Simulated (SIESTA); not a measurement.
Runs of SIESTA 5.4.2 on Pb. The structure is cubic, space group Fd-3m (No. 227). The conventional cell has a = 6.878 Å, b = 6.878 Å, c = 6.878 Å, α = 90.00°, β = 90.00°, γ = 90.00°. Around Pb (site symmetry -43m) lie 4 Pb at 2.98 Å. This isn't the form of Pb at room conditions, which is fcc.

```csv
potentials or basis,gap on the mesh (eV),pressure (GPa)
"PseudoDojo 0.4 standard (PBEsol files), TZDP (energy shift 0.003 Ry; two zetas on semicore shells)",none,1.0
"PseudoDojo 0.4 standard (PBEsol files), DZP (energy shift 0.003 Ry; two zetas on semicore shells)",none,0.9
"PseudoDojo 0.4 standard (PBEsol files), TZP (energy shift 0.003 Ry; two zetas on semicore shells)",none,0.8
"PseudoDojo 0.4 standard (PBEsol files), SZ (energy shift 0.003 Ry)",none,(a)
"PseudoDojo 0.4 standard (PBEsol files), DZ (energy shift 0.003 Ry; two zetas on semicore shells)",none,(b)
"PseudoDojo 0.4 standard (PBEsol files), SZP (energy shift 0.003 Ry)",none,1.4
```

Alike in all rows: task band structure; level PBEsol; no spin polarisation; cell as given; k mesh 7 × 7 × 7; smearing fermi-dirac 0.05 eV; grid cutoff 500 Ry; energy shift 0.003 Ry.

Problem. Fill in the values left out.

Solution. (a) 1.9; (b) 0.6.

Caveats: spin-orbit coupling is left out, which moves the levels of the heavy elements; the basis of atomic orbitals isn't converged, which shifts pressures, moduli and gaps; the basis has no polarisation orbitals (some runs).

A k mesh can miss the band edges, and the runs leave out spin-orbit coupling on Pb.

A gap of «none» marks a metal or a gap under the smearing width.
